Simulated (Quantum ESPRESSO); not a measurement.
# FeO (Fm-3m) in Quantum ESPRESSO: further runs

One crystal, FeO, is run at these levels: LDA, PBE; tasks: phonons.

All numbers are computed with Quantum ESPRESSO 7.5; they aren't measurements. Logs are shortened: lines on timing, memory, paths and dates and some standing lists are left out, and cuts for length are marked.

**Measured values to compare with.**

From “W\"ustite: Electric, thermodynamic and optical properties of FeO”, 2012, arxiv:1203.1201, for a bulk crystal of FeO: band gap 2.4 eV (optical).

The runs below are set against these values where they give the same quantity.

### 1 The crystal as given

The structure is cubic, space group Fm-3m (No. 225). Conventional cell: a = 4.311 Å, b = 4.311 Å, c = 4.311 Å, α = 90.00°, β = 90.00°, γ = 90.00°. Around Fe (site symmetry m-3m) lie 6 O at 2.16 Å. O (site symmetry m-3m) has 6 Fe at 2.16 Å as nearest neighbours.

### 2 Phonons, LDA, collinear spin, ferromagnetic start

File pw.in:

```
&CONTROL
  calculation = 'scf'
  prefix = 'pwscf'
  outdir = './tmp'
  pseudo_dir = './pseudo'
  tprnfor = .true.
  tstress = .true.
  disk_io = 'low'
/
&SYSTEM
  ibrav = 0
  A = 3.04819614
  nat = 2
  ntyp = 2
  ecutwfc = 90
  nbnd = 21
  occupations = 'smearing'
  smearing = 'fd'
  degauss = 0.00367493
  nspin = 2
  starting_magnetization(1) = 0.1875
  starting_magnetization(2) = 0
/
&ELECTRONS
  conv_thr = 4d-10
  electron_maxstep = 120
  mixing_beta = 0.3
/
ATOMIC_SPECIES
Fe    55.8450 Fe.upf
O     15.9990 O.upf
CELL_PARAMETERS alat
   0.0000000000    0.7071067809    0.7071067809
   0.7071067809    0.0000000000    0.7071067809
   0.7071067809    0.7071067809    0.0000000000
ATOMIC_POSITIONS alat
Fe     0.0000000000    0.0000000000    0.0000000000
O      0.7071067809    0.7071067809    0.7071067809
K_POINTS automatic
4 4 4 1 1 1
```

File scf2.in:

```
&CONTROL
  calculation = 'scf'
  prefix = 'pwscf'
  outdir = './tmp'
  pseudo_dir = './pseudo'
  tprnfor = .true.
  tstress = .true.
  disk_io = 'low'
/
&SYSTEM
  ibrav = 0
  A = 3.04819614
  nat = 2
  ntyp = 2
  ecutwfc = 90
  nbnd = 21
  occupations = 'smearing'
  smearing = 'fd'
  degauss = 0.00367493
  nspin = 2
  starting_magnetization(1) = 0.1875
  starting_magnetization(2) = 0
/
&ELECTRONS
  conv_thr = 1d-13
  electron_maxstep = 120
  mixing_beta = 0.3
  startingpot = 'file'
  startingwfc = 'file'
/
ATOMIC_SPECIES
Fe    55.8450 Fe.upf
O     15.9990 O.upf
CELL_PARAMETERS alat
   0.0000000000    0.7071067809    0.7071067809
   0.7071067809    0.0000000000    0.7071067809
   0.7071067809    0.7071067809    0.0000000000
ATOMIC_POSITIONS alat
Fe     0.0000000000    0.0000000000    0.0000000000
O      0.7071067809    0.7071067809    0.7071067809
K_POINTS automatic
4 4 4 1 1 1
```

File ph.in:

```
phonons of FeO
&INPUTPH
  prefix = 'pwscf'
  outdir = './tmp'
  tr2_ph = 1d-18
  fildyn = 'dyn'
  niter_ph = 90
  alpha_mix(1) = 0.4
/
0.0000000000 0.0000000000 0.0000000000
```

File dynmat.in:

```
&INPUT
  fildyn = 'dyn'
  asr = 'crystal'
  filout = 'dynmat.disp'
  fileig = 'dynmat.eig'
/
```

Potentials or basis: PseudoDojo 0.4.1 SR LDA standard.

The run is started by

```sh
$ OMP_NUM_THREADS=1 pw.x -in pw.in > pw.out
$ OMP_NUM_THREADS=1 pw.x -in scf2.in > scf2.out
$ OMP_NUM_THREADS=1 ph.x -in ph.in > ph.out
$ OMP_NUM_THREADS=1 dynmat.x -in dynmat.in > dynmat.out
```

pw.out:

```text
This program is part of the open-source Quantum ESPRESSO suite
     for quantum simulation of materials; please cite
         "P. Giannozzi et al., J. Phys.:Condens. Matter 21 395502 (2009);
         "P. Giannozzi et al., J. Phys.:Condens. Matter 29 465901 (2017);
         "P. Giannozzi et al., J. Chem. Phys. 152 154105 (2020);
     in publications or presentations arising from this work. More details at

     Message from routine setup:
     using ibrav=0 with symmetry is DISCOURAGED, use correct ibrav instead

     G-vector sticks info
     --------------------
     sticks:   dense  smooth     PW     G-vecs:    dense   smooth      PW
     Sum         823     823    253                15593    15593    2637

     Using Slab Decomposition

     bravais-lattice index     =            0
     lattice parameter (alat)  =       5.7603  a.u.
     unit-cell volume          =     135.1482 (a.u.)^3
     number of atoms/cell      =            2
     number of atomic types    =            2
     number of electrons       =        22.00
     number of Kohn-Sham states=           21
     kinetic-energy cutoff     =      90.0000  Ry
     charge density cutoff     =     360.0000  Ry
     scf convergence threshold =      4.0E-10
     mixing beta               =       0.3000
     number of iterations used =            8  plain     mixing
     Exchange-correlation= SLA  PW   NOGX NOGC
                           (   1   4   0   0   0   0   0)

     celldm(1)=   5.760256  celldm(2)=   0.000000  celldm(3)=   0.000000
     celldm(4)=   0.000000  celldm(5)=   0.000000  celldm(6)=   0.000000

     crystal axes: (cart. coord. in units of alat)
               a(1) = (   0.000000   0.707107   0.707107 )
               a(2) = (   0.707107   0.000000   0.707107 )
               a(3) = (   0.707107   0.707107   0.000000 )

     reciprocal axes: (cart. coord. in units 2 pi/alat)
               b(1) = ( -0.707107  0.707107  0.707107 )
               b(2) = (  0.707107 -0.707107  0.707107 )
               b(3) = (  0.707107  0.707107 -0.707107 )

     PseudoPot. # 1 for Fe read from file:
     Fe.upf
     Pseudo is Norm-conserving + core correction, Zval = 16.0
     Generated using ONCVPSP code by D. R. Hamann
     Using radial grid of 1408 points,  6 beta functions with:
                l(1) =   0
                l(2) =   0
                l(3) =   1
                l(4) =   1
                l(5) =   2
                l(6) =   2

     PseudoPot. # 2 for O  read from file:
     O.upf
     Pseudo is Norm-conserving + core correction, Zval =  6.0
     Generated using ONCVPSP code by D. R. Hamann
     Using radial grid of  926 points,  5 beta functions with:
                l(1) =   0
                l(2) =   0
                l(3) =   1
                l(4) =   1
                l(5) =   2

     atomic species   valence    mass     pseudopotential
     Fe               16.00    55.84500     Fe( 1.00)
     O                 6.00    15.99900     O ( 1.00)

     Starting magnetic structure
     atomic species   magnetization
[... 42 lines left out ...]
     estimated scf accuracy    <       0.26805345 Ry
[... 104 lines left out ...]
     iteration # 12     ecut=    90.00 Ry     beta= 0.30
     Davidson diagonalization with overlap
     ethr =  2.85E-12,  avg # of iterations =  1.4

     Magnetic moment per site  (integrated on atomic sphere of radius R)
     atom   1 (R=0.292)  charge= 13.5490  magn=  3.4293
     atom   2 (R=0.292)  charge=  5.8053  magn=  0.3380

     End of self-consistent calculation

 ------ SPIN UP ------------

          k = 0.0884 0.0884 0.0884 (  1946 PWs)   bands (ev):

   -74.7411 -41.2570 -41.2499 -41.2499  -6.1424   8.9505   9.2433   9.2433
    10.4576  10.4576  10.7721  11.6480  11.6480  15.2500  27.2320  30.4592
    30.4592  31.8007  33.7313  33.7313  36.3614

          k = 0.2652 0.2652-0.0884 (  1945 PWs)   bands (ev):

   -74.7378 -41.2836 -41.2601 -41.2530  -5.4930   6.6123   7.8775   8.2255
    10.7526  10.9493  11.4034  12.1994  13.5394  17.9537  23.9336  26.2039
    28.4079  32.9043  34.3773  36.0159  40.5914

          k =-0.2652-0.2652 0.4419 (  1953 PWs)   bands (ev):
[... 19 lines left out ...]
   -74.7346 -41.2908 -41.2784 -41.2664  -5.0173   6.7592   7.3975   7.8850
    10.7582  11.2402  11.5107  11.7989  12.6152  21.0608  22.3995  23.3391
    26.9499  31.9025  35.8066  41.2207  42.2602

          k = 0.0884-0.2652 0.4419 (  1945 PWs)   bands (ev):

   -74.7359 -41.2918 -41.2687 -41.2592  -5.1658   6.2136   7.6429   7.9000
    10.7580  11.1688  11.5827  12.1813  13.3688  19.6704  22.8731  24.3308
    27.5044  32.3324  36.1016  38.2456  40.8793

          k =-0.6187 0.0884 0.0884 (  1957 PWs)   bands (ev):

   -74.7346 -41.2958 -41.2719 -41.2676  -5.1031   6.6843   8.2407   8.6992
     9.9915  11.3187  11.4916  11.6162  11.7620  19.7739  22.7604  24.2583
    28.4259  29.2306  39.6283  40.1524  42.7874

          k = 0.2652 0.2652 0.2652 (  1949 PWs)   bands (ev):
[... 7 lines left out ...]
   -74.7351 -41.2931 -41.2757 -41.2603  -5.0253   6.2138   7.3562   7.7176
    10.9588  11.1452  11.5852  12.1978  13.4047  20.7128  22.0418  23.5263
    27.5584  32.8169  35.3439  38.4685  40.9531

 ------ SPIN DOWN ----------

          k = 0.0884 0.0884 0.0884 (  1946 PWs)   bands (ev):

   -71.0034 -37.4110 -37.4022 -37.4022  -5.5493   9.8257  10.4782  10.4782
    13.6333  13.6357  13.6357  14.7047  14.7047  16.0136  28.0168  31.5328
    31.5328  32.4725  34.9248  34.9248  37.4958

          k = 0.2652 0.2652-0.0884 (  1945 PWs)   bands (ev):

   -70.9996 -37.4438 -37.4145 -37.4057  -4.8860   7.4823   9.3563   9.4130
    14.0425  14.1088  14.5625  15.2091  16.4935  18.7658  24.9237  27.1505
    29.4048  33.8442  35.1890  37.0949  41.2551

          k =-0.2652-0.2652 0.4419 (  1953 PWs)   bands (ev):
[... 19 lines left out ...]
   -70.9958 -37.4522 -37.4369 -37.4222  -4.3792   7.5091   8.3090   9.0234
    13.6667  14.5803  14.9375  15.3037  15.9125  22.0737  23.3132  24.3029
    27.8598  32.8238  36.5454  42.1187  42.9345

          k = 0.0884-0.2652 0.4419 (  1945 PWs)   bands (ev):

   -70.9974 -37.4538 -37.4250 -37.4133  -4.5440   7.0464   8.7972   9.1570
    13.8217  14.6560  14.7780  15.3799  16.4528  20.5382  23.8718  25.2858
    28.4128  33.2345  37.0211  39.0200  41.6406

          k =-0.6187 0.0884 0.0884 (  1957 PWs)   bands (ev):

   -70.9958 -37.4584 -37.4289 -37.4236  -4.4607   7.3371   9.1443   9.6002
    12.5764  14.9026  14.9468  15.0750  15.3554  20.8350  23.4917  25.5171
    29.3068  30.1991  40.2070  41.2079  43.3652

          k = 0.2652 0.2652 0.2652 (  1949 PWs)   bands (ev):
[... 7 lines left out ...]
   -70.9965 -37.4553 -37.4337 -37.4146  -4.3966   7.0382   8.3027   9.0811
    14.1823  14.5835  14.7211  15.5184  16.5373  21.5529  23.0847  24.4116
    28.4498  33.7731  36.0468  39.3471  41.6618

     the Fermi energy is    14.1764 ev

!    total energy              =    -283.46059017 Ry
     estimated scf accuracy    <          9.9E-12 Ry
     smearing contrib. (-TS)   =      -0.00095054 Ry
     internal energy E=F+TS    =    -283.45963963 Ry

     The total energy is F=E-TS. E is the sum of the following terms:
     one-electron contribution =    -124.88781570 Ry
     hartree contribution      =      74.89020554 Ry
     xc contribution           =     -43.43448757 Ry
     ewald contribution        =    -190.02754190 Ry

     total magnetization       =     4.00 Bohr mag/cell
     absolute magnetization    =     4.01 Bohr mag/cell

     convergence has been achieved in  12 iterations

     Forces acting on atoms (cartesian axes, Ry/au):

     atom    1 type  1   force =     0.00000000    0.00000000    0.00000000
     atom    2 type  2   force =     0.00000000    0.00000000    0.00000000

     Total force =     0.000000     Total SCF correction =     0.000000

     Computing stress (Cartesian axis) and pressure

          total   stress  (Ry/bohr**3)                   (kbar)     P=     -162.44
  -0.00110423  -0.00000000  -0.00000000         -162.44       -0.00       -0.00
  -0.00000000  -0.00110423  -0.00000000           -0.00     -162.44       -0.00
  -0.00000000  -0.00000000  -0.00110423           -0.00       -0.00     -162.44

=------------------------------------------------------------------------------=
   JOB DONE.
=------------------------------------------------------------------------------=
```

scf2.out:

```text
This program is part of the open-source Quantum ESPRESSO suite
     for quantum simulation of materials; please cite
         "P. Giannozzi et al., J. Phys.:Condens. Matter 21 395502 (2009);
         "P. Giannozzi et al., J. Phys.:Condens. Matter 29 465901 (2017);
         "P. Giannozzi et al., J. Chem. Phys. 152 154105 (2020);
[... 294 lines left out ...]
  -0.00000000  -0.00110430  -0.00000000           -0.00     -162.45       -0.00
   0.00000000  -0.00000000  -0.00110430            0.00       -0.00     -162.45

=------------------------------------------------------------------------------=
   JOB DONE.
=------------------------------------------------------------------------------=
```

It took 78 s on 1 thread of AMD EPYC 9R45 (Zen 5), shared host; peak memory 0.09 GiB.

What came out:

```
Free energy                                           : -3856.6778 eV
Pressure                                              : -16.2 GPa
Band gap on the k mesh                                : none (metal or under the smearing width)
Net moment                                            : 4.00 μB per cell
Absolute moment                                       : 4.01 μB per cell
Site moments                                          : Fe +3.43; O +0.34 μB
Valence electrons inside the program's atomic spheres : Fe 13.55; O 5.81
Highest phonon frequency at Γ                         : 180 cm⁻¹
```

Levels at points of the mesh, in eV from the Fermi level:
Spin up:
```csv
k point,band 11,band 12,band 13,band 14,band 15,band 16
"(0.12, 0.12, 0.12)",-3.40,-2.53,-2.53,1.07,13.06,16.28
```
Spin down:
```csv
k point,band 5,band 6,band 7,band 8,band 9,band 10,band 11,band 12,band 13,band 14
"(0.12, 0.12, 0.12)",-19.73,-4.35,-3.70,-3.70,-0.54,-0.54,-0.54,0.53,0.53,1.84
```

Phonon frequencies in cm⁻¹ (negative: imaginary):
| q point | frequencies |
| --- | --- |
| (0.000, 0.000, 0.000) | 9 9 9 180 180 180 |

Optical modes at Γ, degenerate ones joined:
```csv
cm⁻¹,components,symmetry,active in
180,3,T1u,IR
```

Caveat: the k mesh is coarse (spacing up to 0.63 Å⁻¹), so the values aren't converged; the mesh is thin for the phonons of a metal; the cell is more than 3 GPa from zero pressure, which shifts response properties; a cell with one magnetic atom can't hold antiferromagnetic order, which such compounds often take; semilocal functionals often make such compounds metallic where correlation or magnetic order opens a gap, which also shifts bond lengths. With open d or f shells a metallic result of LDA can be an artefact of self-interaction; +U or a hybrid may open a gap.

(Continued in part 2 of 3.)
